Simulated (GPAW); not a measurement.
Ti:

```
Ti
1.0
     2.95000    0.00000    0.00000
    -1.47500    2.55477    0.00000
     0.00000    0.00000    4.68000
Ti
2
Direct
  0.66667 0.33333 0.75000
  0.33333 0.66667 0.25000
```

```yaml
Program: GPAW 26.7.0
Task: relaxation of cell and atoms
Functional: PBEsol
Dispersion: D3(BJ)+ATM
Potentials_or_basis: PAW data sets generated in the run's folder for this functional
Cutoff: 600 eV
Basis: pw
k_mesh: 9 × 9 × 5
Occupations: fermi-dirac, width 0.05 eV
Spin: no spin polarisation
```

At the start: pressure -10.8 GPa; volume 17.64 Å³/atom.

Q: How do energy, volume and symmetry change on relaxing?

A: Over 4 steps the energy falls by 50.9 meV/atom and the volume is 16.00 Å³/atom (-9.3 %); space group P6_3/mmc (No. 194, to 0.05 Å).

Step by step:
```csv
step,energy change (eV),largest force (eV/Å),pressure (GPa),volume (Å³)
1,0.0000,0.0000,-10.80,35.27
2,-0.0487,0.0001,-8.37,34.38
3,-0.0997,0.0000,0.84,31.78
4,-0.1017,0.0000,-0.05,32.00
```

Final structure:
```cif
data_structure
_symmetry_space_group_name_H-M 'P 1'
_symmetry_Int_Tables_number 1
_cell_length_a 2.8578
_cell_length_b 2.8578
_cell_length_c 4.5237
_cell_angle_alpha 90.000
_cell_angle_beta 90.000
_cell_angle_gamma 120.000
_cell_volume 32.00
loop_
_atom_site_label
_atom_site_type_symbol
_atom_site_fract_x
_atom_site_fract_y
_atom_site_fract_z
_atom_site_occupancy
Ti1 Ti 0.66667 0.33333 0.75000 1
Ti2 Ti 0.33333 0.66667 0.25000 1
```

Caveat: later steps reuse the first step's grids; pairwise dispersion overbinds metals, which lowers pressure and volume.
